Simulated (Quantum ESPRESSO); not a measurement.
**Be2C in Quantum ESPRESSO: the effect of functional**

Be2C:

```
CELL_PARAMETERS angstrom
0.00000 2.16500 2.16500
2.16500 0.00000 2.16500
2.16500 2.16500 0.00000
ATOMIC_POSITIONS crystal
C 0.00000 0.00000 0.00000
Be 0.75000 0.75000 0.75000
Be 0.25000 0.25000 0.25000
```

Alike in all runs:

| Property | Result |
| --- | --- |
| Program | Quantum ESPRESSO 7.5 |
| Task | dielectric tensor |
| Cutoff | 1197 eV |
| Density cutoff | 4789 eV |
| k mesh | 10 × 10 × 10, shifted |
| Occupations | fermi-dirac, width 0.05 eV |
| Spin | no spin polarisation |

Task: One run gave: pressure -0.2 GPa; dielectric constant 6.98 mean. Which functional did it use?
A. LDA
B. PBEsol
C. BLYP
D. WC
E. AM05

Result: D.

```tsv
functional	potentials or basis	pressure (GPa)	dielectric constant (mean)
LDA	PseudoDojo 0.4.1 SR LDA standard	-8.4	6.93
PBE	PseudoDojo 0.4.1 SR PBE standard	0.6	6.95
PBEsol	PseudoDojo 0.4.1 SR PBEsol standard	-2.0	7.00
WC	PseudoDojo 0.4.1 SR PBE standard	-0.2	6.98
BLYP	PseudoDojo 0.4.1 SR PBE standard	3.6	6.75
AM05	PseudoDojo 0.4.1 SR PBE standard	-1.5	7.05
```

Caveats: the potentials were made for another functional, which shifts forces and pressure (some runs); the cell is more than 3 GPa from zero pressure, which shifts response properties (some runs).
